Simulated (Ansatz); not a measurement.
Run on LiBr: DFT, PBE, all-electron LAPW, scalar-relativistic (Ansatz 0.2.0).

The base volume is that of a database entry, so it needn't be at zero pressure; the structure needn't be the stable phase, at rest or compressed.

Command: `ansatz run input.yaml --threads 1 --pin off --max-ram 2048MiB --backend cpu --events-out ev --progress --plain --runs-dir out` It took 5.4 s on 1 thread of Arm Neoverse V2 (shared host), peak memory 0.23 GiB.

```yaml
crystal:
  lattice:
    - [0.0, 2.75065, 2.75065]
    - [2.75065, 0.0, 2.75065]
    - [2.75065, 2.75065, 0.0]
  atoms:
    - { symbol: Li, position: [0.0, 0.0, 0.0] }
    - { symbol: Br, position: [0.5, 0.5, 0.5] }
kpoints:
  mp_grid: { grid: [9, 9, 9] }
  band_path:
    path:
      - [0.0, 0.0, 0.0]
      - [0.5, 0.0, 0.5]
      - [0.625, 0.25, 0.625]
      - [0.375, 0.375, 0.75]
      - [0.0, 0.0, 0.0]
      - [0.5, 0.5, 0.5]
      - [0.5, 0.25, 0.75]
      - [0.5, 0.0, 0.5]
    npoints: 14
scf:
  occupations: { method: fermi_dirac, width: 0.03 }
hamiltonian:
  xc: pbe
  pseudopotentials: { kind: all_electron, lapw: { basis_error: 0.001 } }
output:
  forces: true
  stress: true
  eigenvalues: true
  populations: true
```

Output:

```
Li: projections on atomic orbitals take those of the free atom 1s2 2s1, of charge +0.00 (hamiltonian.pseudopotentials.projection_atoms)
Br: projections on atomic orbitals take those of the free atom 1s2 2s2 2p6 3s2 3p6 3d10 4s2 4p5, of charge +0.00 (hamiltonian.pseudopotentials.projection_atoms)
LAPW: plane waves up to 6.095 Å⁻¹, error target 1.0e-3 eV per atom; small_component_spin mean_spin; Li in spheres of 1.177 Å, 3 of its electrons in bands, Dirac shells []; Br in spheres of 1.573 Å, 25 of its electrons in bands, Dirac shells [] (how accurate: hamiltonian.pseudopotentials.lapw.basis_error, Limitations)
Engine: ansatz 0.2.0
Pseudopotentials: kind: all_electron
Pseudopotential: Li, LAPW, valence charge 3, lapw/all_electron/scalar/gaussian/Li, Koelling and Harmon's equation, gaussian nucleus
Pseudopotential: Br, LAPW, valence charge 25, lapw/all_electron/scalar/gaussian/Br, Koelling and Harmon's equation, gaussian nucleus
Functional definition: PBE
  parameter kappa = 0.804
  parameter beta = 0.06672455060314922
  exchange = pbe_x(kappa = kappa, mu = beta*pi^2/3)
  correlation = pbe_c(beta = beta)
Crystal: 2 atoms, lattice volume = 41.623 Å³
Basis set: ecut = 141.5453755953257 eV, 169 PW (Γ), exchange–correlation at level 2
Bands: 18, of which v1, the nominal top of the filled ones, is band 14 counted from 1 (13 counted from 0)
Symmetry: 48 space group operations
Space group: Fm-3m (ITA 225), of the structure as read, at distance tolerance 3.5e-5 Å
k-points: 35 of 729
Non-local potential: Li, projectors of the file, none
Non-local potential: Br, projectors of the file, none
Initial density: superposition of atomic densities (chi_scale 0.1, normalization cell, long waves kept (reshape's long-wave potential 0.00 eV rms))
Initial wavefunctions: plane waves of lowest kinetic energy (no species holds an atomic orbital)
Functional: x = pbe(κ = 0.804, μ = 0.2195149727645171), c = pbe(β = 0.06672455060314922)
iter 1 solved again at ethr=3.57e-4 eV; its pass at ethr=1.00e-1 eV (dr2=1.00e-1 eV) is discarded
SCF iter   1: F=—  HF=-71132.953626 eV  |F-HF|=—  |Δ(HF+E_count)|=         —  Δρ=1.22e-2  dr2=9.99e-2  ethr=3.57e-4  ⟨swp⟩=2.6  Hψ=3993  notcnv=0
preconditioner: auto → none  [insulator: Δε(μ)=5.057 eV  Ē_g=13.103 eV  σ=0.030 eV  W_gap=1.00  n_scr=14 (ndim 8)  ℏωp=16.3 eV  f_vac=0.000  D(μ)=0.00/eV (n_scr^D=0)  ε∞_Penn≈2.5]
SCF iter   2: F=—  HF=-71132.923754 eV  |F-HF|=—  |Δ(HF+E_count)|=   2.99e-2  Δρ=4.07e-3  dr2=1.03e-2  ethr=3.57e-4  ⟨swp⟩=2.2  Hψ=1898  notcnv=0
SCF iter   3: F=—  HF=-71132.929872 eV  |F-HF|=—  |Δ(HF+E_count)|=         —  Δρ=1.61e-3  dr2=1.60e-3  ethr=3.67e-5  ⟨swp⟩=2.4  Hψ=1908  notcnv=0
the basis was enlarged: its passes take 46.6 KiB over the memory plan, 1 of 1 planned eigensolver slots
iter 4 solved again at ethr=1.67e-7 eV; its pass at ethr=5.70e-6 eV (dr2=4.66e-5 eV) is discarded
SCF iter   4: F=—  HF=-71132.931148 eV  |F-HF|=—  |Δ(HF+E_count)|=   1.28e-3  Δρ=2.93e-4  dr2=4.66e-5  ethr=1.67e-7  ⟨swp⟩=2.0  Hψ=3205  notcnv=0
SCF iter   5: F=—  HF=-71132.931229 eV  |F-HF|=—  |Δ(HF+E_count)|=   8.08e-5  Δρ=4.01e-5  dr2=8.23e-7  ethr=1.67e-7  ⟨swp⟩=3.0  Hψ=1849  notcnv=0
SCF iter   6: F=-71132.931231 eV  HF=-71132.931231 eV  |F-HF|=1.07e-8  |Δ(HF+E_count)|=   2.64e-6  Δρ=2.29e-6  dr2=1.84e-9  ethr=2.94e-9  ⟨swp⟩=3.0  Hψ=1880  notcnv=0
SCF 1 converged in 6 iterations: F = -71132.931231 eV  dr2 = 1.84e-9
NSCF: frozen V_eff on 99 k-points
SCF converged after 6 iterations
Free energy (F): -71132.931231 eV
Harris-Foulkes:  -71132.931231 eV  (|F-HF|=1.07e-8)
Internal energy: -71132.931231 eV  (E = F + TS)
E sigma→0 (E₀):  -71132.931231 eV
Fermi energy:    6.022818 eV
--- Per-component energies (eV) ---
  E_band       = -2065.503506
  E_kinetic    = 72913.317415
  E_xc         = -2563.411056
  E_electrostatic = -141482.837590  (all electrons and nuclei)
  E_smearing   = -0.000000  (= −TS)
  E_closure    = 0.000000  (closes the sum)
  E_atoms      = -71126.312548  (free atoms, spherical and without spin; not in F)
  Σ components = -71132.931231   (vs F -71132.931231, Δ=0.00e0)
  Basis errors (estimates in eV, not in F): energy 4.2e-4 per atom: plane waves 3.8e-4 (2.0e-4 summed), levels above the bands 3.5e-118, relativity 1.5e-8, radial functions 4.5e-5, core shells 3.6e-15; eigenvalues (radial functions only) 9.0e-6; not estimated: angular momenta, meshes, grids; target (lapw.basis_error) 1.0e-3; muffin-tin radii Li 1.177 Å, Br 1.573 Å
--- Forces (eV/Å), atoms counted from 1 ---
  atom   1  Li    -0.00000000     0.00000000    -0.00000000
  atom   2  Br     0.00000000    -0.00000000    -0.00000000
  max |Σ_I F_I| component: 5.27e-30 eV/Å
--- Stress (GPa, compression-positive) ---
        0.137580       0.000000      -0.000000
        0.000000       0.137580       0.000000
       -0.000000       0.000000       0.137580
  P = ⅓ Tr σ = 0.1376 GPa (1.376 kbar)
--- Band table (eV; the first three rows and the last of 35) ---
  k-point 0: bands = ["-226.5778", "-161.9936", "-161.9936", "-161.9936", "-55.2922", "-55.2922", "-55.2904", "-55.2904", "-55.2904", "-40.8740", "-9.9267", "3.5073", "3.5073", "3.5073", "8.4438", "14.0232", "14.0232", "14.0232"]
  k-point 1: bands = ["-226.5778", "-161.9936", "-161.9936", "-161.9936", "-55.2922", "-55.2922", "-55.2904", "-55.2904", "-55.2904", "-40.8739", "-9.8764", "3.0316", "3.4735", "3.4735", "8.8808", "13.3691", "13.9255", "13.9255"]
  k-point 2: bands = ["-226.5778", "-161.9936", "-161.9936", "-161.9936", "-55.2921", "-55.2921", "-55.2904", "-55.2903", "-55.2903", "-40.8735", "-9.7441", "2.0753", "3.3920", "3.3920", "9.4409", "12.9519", "12.9519", "13.1055"]
  k-point 34: bands = ["-226.5778", "-161.9936", "-161.9936", "-161.9936", "-55.2922", "-55.2921", "-55.2903", "-55.2903", "-55.2902", "-40.8726", "-9.2850", "1.2194", "1.5564", "2.4501", "11.3425", "11.9846", "12.5857", "13.6267"]
--- Löwdin populations: 2 sites ---
  site symbol       q [e]
     0     Li      2.3488
     1     Br     35.5875
  spilling = 0.001677 (of n_electrons = 38.000000)
```

populations.tsv:

```
# site	symbol	l	j	q
# orbitals = lowdin
# n_electrons = 38.000000
# spilling = 0.001677
# projection_atom_Li: 1s2 2s1
# projection_atom_Br: 1s2 2s2 2p6 3s2 3p6 3d10 4s2 4p5
0	Li	0_1S	-	1.994658
0	Li	0_2S	-	0.354103
1	Br	0_1S	-	1.999996
1	Br	0_2S	-	1.999808
1	Br	0_3S	-	1.996124
1	Br	0_4S	-	1.883783
1	Br	1_2P	-	5.999998
1	Br	1_3P	-	5.999541
1	Br	1_4P	-	5.708326
1	Br	2_3D	-	9.999920
```

Next run (volume at 0.85 of the series' base cell), as changes to the input before:

```diff
   lattice:
-    - [0.0, 2.75065, 2.75065]
-    - [2.75065, 0.0, 2.75065]
-    - [2.75065, 2.75065, 0.0]
+    - [0.0, 2.6056033766, 2.6056033766]
+    - [2.6056033766, 0.0, 2.6056033766]
+    - [2.6056033766, 2.6056033766, 0.0]
   atoms:
-    npoints: 14
+    npoints: 6
 scf:
```

Results part of the output:

```
SCF 1 converged in 6 iterations: F = -71132.823527 eV  dr2 = 7.88e-10
NSCF: frozen V_eff on 43 k-points
SCF converged after 6 iterations
Free energy (F): -71132.823527 eV
Harris-Foulkes:  -71132.823527 eV  (|F-HF|=8.05e-9)
Internal energy: -71132.823527 eV  (E = F + TS)
E sigma→0 (E₀):  -71132.823527 eV
Fermi energy:    8.213637 eV
--- Per-component energies (eV) ---
  E_band       = -2021.619584
  E_kinetic    = 72917.094178
  E_xc         = -2564.430140
  E_electrostatic = -141485.487566  (all electrons and nuclei)
  E_smearing   = -0.000000  (= −TS)
  E_closure    = 0.000000  (closes the sum)
  E_atoms      = -71126.312548  (free atoms, spherical and without spin; not in F)
  Σ components = -71132.823527   (vs F -71132.823527, Δ=0.00e0)
  Basis errors (estimates in eV, not in F): energy 4.2e-4 per atom: plane waves 3.8e-4 (2.0e-4 summed), levels above the bands 1.2e-116, relativity 4.0e-8, radial functions 4.3e-5, core shells 6.8e-15; eigenvalues (radial functions only) 1.2e-5; not estimated: angular momenta, meshes, grids; target (lapw.basis_error) 1.0e-3; muffin-tin radii Li 1.116 Å, Br 1.489 Å
--- Forces (eV/Å), atoms counted from 1 ---
  atom   1  Li    -0.00000000     0.00000000     0.00000000
  atom   2  Br     0.00000000    -0.00000000    -0.00000000
  max |Σ_I F_I| component: 1.35e-30 eV/Å
--- Stress (GPa, compression-positive) ---
        6.217971      -0.000000       0.000000
       -0.000000       6.217971      -0.000000
        0.000000      -0.000000       6.217971
  P = ⅓ Tr σ = 6.2180 GPa (62.180 kbar)
--- Band table (eV; the first three rows and the last of 35) ---
  k-point 0: bands = ["-224.9956", "-160.4121", "-160.4121", "-160.4121", "-53.7145", "-53.7145", "-53.7118", "-53.7118", "-53.7118", "-38.8728", "-8.7417", "5.3290", "5.3290", "5.3290", "11.0778", "15.9429", "15.9429", "15.9429"]
  k-point 1: bands = ["-224.9956", "-160.4121", "-160.4121", "-160.4121", "-53.7144", "-53.7144", "-53.7118", "-53.7118", "-53.7118", "-38.8725", "-8.6695", "4.7344", "5.2832", "5.2832", "11.5278", "15.3454", "15.9393", "15.9393"]
  k-point 2: bands = ["-224.9956", "-160.4121", "-160.4121", "-160.4121", "-53.7144", "-53.7144", "-53.7118", "-53.7118", "-53.7118", "-38.8718", "-8.4766", "3.5356", "5.1742", "5.1742", "11.8143", "14.9414", "14.9414", "15.5115"]
  k-point 34: bands = ["-224.9956", "-160.4121", "-160.4121", "-160.4121", "-53.7145", "-53.7144", "-53.7117", "-53.7117", "-53.7115", "-38.8694", "-7.7685", "2.3555", "2.7634", "3.9493", "13.6021", "14.1694", "14.7259", "16.1537"]
--- Löwdin populations: 2 sites ---
  site symbol       q [e]
     0     Li      2.3529
     1     Br     35.5750
  spilling = 0.001898 (of n_electrons = 38.000000)
```

Next run (volume at 0.8 of the series' base cell), as changes to the input before:

```diff
   lattice:
-    - [0.0, 2.6056033766, 2.6056033766]
-    - [2.6056033766, 0.0, 2.6056033766]
-    - [2.6056033766, 2.6056033766, 0.0]
+    - [0.0, 2.553477265, 2.553477265]
+    - [2.553477265, 0.0, 2.553477265]
+    - [2.553477265, 2.553477265, 0.0]
   atoms:
```

Command: `ansatz run input.yaml --threads 1 --pin off --max-ram 2048MiB --backend cpu --events-out ev --progress --plain --runs-dir out` It took 4 s on 1 thread of Arm Neoverse V2, on a shared host, peak memory 0.24 GiB.

Results part of the output:

```
SCF 1 converged in 6 iterations: F = -71132.721500 eV  dr2 = 7.00e-10
NSCF: frozen V_eff on 43 k-points
SCF converged after 6 iterations
Free energy (F): -71132.721500 eV
Harris-Foulkes:  -71132.721500 eV  (|F-HF|=7.51e-9)
Internal energy: -71132.721500 eV  (E = F + TS)
E sigma→0 (E₀):  -71132.721500 eV
Fermi energy:    8.998925 eV
--- Per-component energies (eV) ---
  E_band       = -2003.218451
  E_kinetic    = 72918.843643
  E_xc         = -2564.876744
  E_electrostatic = -141486.688399  (all electrons and nuclei)
  E_smearing   = -0.000000  (= −TS)
  E_closure    = 0.000000  (closes the sum)
  E_atoms      = -71126.312548  (free atoms, spherical and without spin; not in F)
  Σ components = -71132.721500   (vs F -71132.721500, Δ=0.00e0)
  Basis errors (estimates in eV, not in F): energy 4.1e-4 per atom: plane waves 3.7e-4 (1.9e-4 summed), levels above the bands 1.2e-117, relativity 3.9e-8, radial functions 4.2e-5, core shells 8.4e-15; eigenvalues (radial functions only) 1.4e-5; not estimated: angular momenta, meshes, grids; target (lapw.basis_error) 1.0e-3; muffin-tin radii Li 1.093 Å, Br 1.460 Å
--- Forces (eV/Å), atoms counted from 1 ---
  atom   1  Li    -0.00000000     0.00000000    -0.00000000
  atom   2  Br     0.00000000    -0.00000000     0.00000000
  max |Σ_I F_I| component: 1.82e-30 eV/Å
--- Stress (GPa, compression-positive) ---
        9.659642       0.000000      -0.000000
        0.000000       9.659642      -0.000000
       -0.000000      -0.000000       9.659642
  P = ⅓ Tr σ = 9.6596 GPa (96.596 kbar)
--- Band table (eV; the first three rows and the last of 35) ---
  k-point 0: bands = ["-224.3282", "-159.7450", "-159.7450", "-159.7450", "-53.0492", "-53.0492", "-53.0462", "-53.0462", "-53.0462", "-38.0751", "-8.2559", "6.1013", "6.1013", "6.1013", "12.2160", "16.7318", "16.7318", "16.7318"]
  k-point 1: bands = ["-224.3282", "-159.7450", "-159.7450", "-159.7450", "-53.0492", "-53.0492", "-53.0461", "-53.0461", "-53.0461", "-38.0747", "-8.1743", "5.4578", "6.0500", "6.0500", "12.6577", "16.1616", "16.7596", "16.7596"]
  k-point 2: bands = ["-224.3282", "-159.7450", "-159.7450", "-159.7450", "-53.0492", "-53.0492", "-53.0461", "-53.0461", "-53.0461", "-38.0737", "-7.9551", "4.1575", "5.9288", "5.9288", "12.7805", "15.7539", "15.7539", "16.5417"]
  k-point 34: bands = ["-224.3282", "-159.7450", "-159.7450", "-159.7450", "-53.0492", "-53.0491", "-53.0460", "-53.0459", "-53.0457", "-38.0705", "-7.1294", "2.8306", "3.2663", "4.5814", "14.5239", "15.0747", "15.5991", "17.1880"]
--- Löwdin populations: 2 sites ---
  site symbol       q [e]
     0     Li      2.3526
     1     Br     35.5713
  spilling = 0.002003 (of n_electrons = 38.000000)
```

Next run (volume at 0.65 of the series' base cell), as changes to the input before:

```diff
   lattice:
-    - [0.0, 2.553477265, 2.553477265]
-    - [2.553477265, 0.0, 2.553477265]
-    - [2.553477265, 2.553477265, 0.0]
+    - [0.0, 2.3827205951, 2.3827205951]
+    - [2.3827205951, 0.0, 2.3827205951]
+    - [2.3827205951, 2.3827205951, 0.0]
   atoms:
```

Command: `ansatz run input.yaml --threads 1 --pin off --max-ram 2048MiB --backend cpu --events-out ev --progress --plain --runs-dir out` It took 4.2 s on 1 thread of Arm Neoverse V2, with other jobs on the host, peak memory 0.24 GiB.

Results part of the output:

```
SCF 1 converged in 6 iterations: F = -71132.026658 eV  dr2 = 7.39e-10
NSCF: frozen V_eff on 43 k-points
SCF converged after 6 iterations
Free energy (F): -71132.026658 eV
Harris-Foulkes:  -71132.026658 eV  (|F-HF|=4.90e-9)
Internal energy: -71132.026658 eV  (E = F + TS)
E sigma→0 (E₀):  -71132.026658 eV
Fermi energy:    12.108607 eV
--- Per-component energies (eV) ---
  E_band       = -1930.902884
  E_kinetic    = 72926.592898
  E_xc         = -2566.724315
  E_electrostatic = -141491.895241  (all electrons and nuclei)
  E_smearing   = -0.000000  (= −TS)
  E_closure    = 0.000000  (closes the sum)
  E_atoms      = -71126.312548  (free atoms, spherical and without spin; not in F)
  Σ components = -71132.026658   (vs F -71132.026658, Δ=0.00e0)
  Basis errors (estimates in eV, not in F): energy 4.0e-4 per atom: plane waves 3.6e-4 (1.9e-4 summed), levels above the bands 3.4e-120, relativity 5.6e-8, radial functions 3.7e-5, core shells 1.9e-14; eigenvalues (radial functions only) 2.0e-5; not estimated: angular momenta, meshes, grids; target (lapw.basis_error) 1.0e-3; muffin-tin radii Li 1.015 Å, Br 1.368 Å
--- Forces (eV/Å), atoms counted from 1 ---
  atom   1  Li    -0.00000000    -0.00000000    -0.00000000
  atom   2  Br     0.00000000     0.00000000    -0.00000000
  max |Σ_I F_I| component: 1.80e-30 eV/Å
--- Stress (GPa, compression-positive) ---
       28.926304       0.000000       0.000000
        0.000000      28.926304       0.000000
        0.000000       0.000000      28.926304
  P = ⅓ Tr σ = 28.9263 GPa (289.263 kbar)
--- Band table (eV; the first three rows and the last of 35) ---
  k-point 0: bands = ["-221.6891", "-157.1074", "-157.1074", "-157.1074", "-50.4198", "-50.4198", "-50.4150", "-50.4150", "-50.4150", "-35.1203", "-6.3920", "9.1800", "9.1800", "9.1800", "16.8640", "19.7734", "19.7734", "19.7734"]
  k-point 1: bands = ["-221.6891", "-157.1074", "-157.1074", "-157.1074", "-50.4198", "-50.4198", "-50.4150", "-50.4149", "-50.4149", "-35.1191", "-6.2745", "8.3472", "9.1048", "9.1048", "17.1415", "19.3954", "19.9056", "19.9056"]
  k-point 2: bands = ["-221.6891", "-157.1074", "-157.1074", "-157.1074", "-50.4198", "-50.4198", "-50.4149", "-50.4147", "-50.4147", "-35.1161", "-5.9520", "6.6495", "8.9314", "8.9314", "16.4078", "18.8695", "18.8695", "20.7207"]
  k-point 34: bands = ["-221.6891", "-157.1074", "-157.1074", "-157.1074", "-50.4200", "-50.4195", "-50.4147", "-50.4144", "-50.4138", "-35.1069", "-4.6030", "4.6947", "5.2283", "7.0868", "18.0192", "18.6379", "18.9388", "21.1398"]
--- Löwdin populations: 2 sites ---
  site symbol       q [e]
     0     Li      2.3448
     1     Br     35.5611
  spilling = 0.002476 (of n_electrons = 38.000000)
```
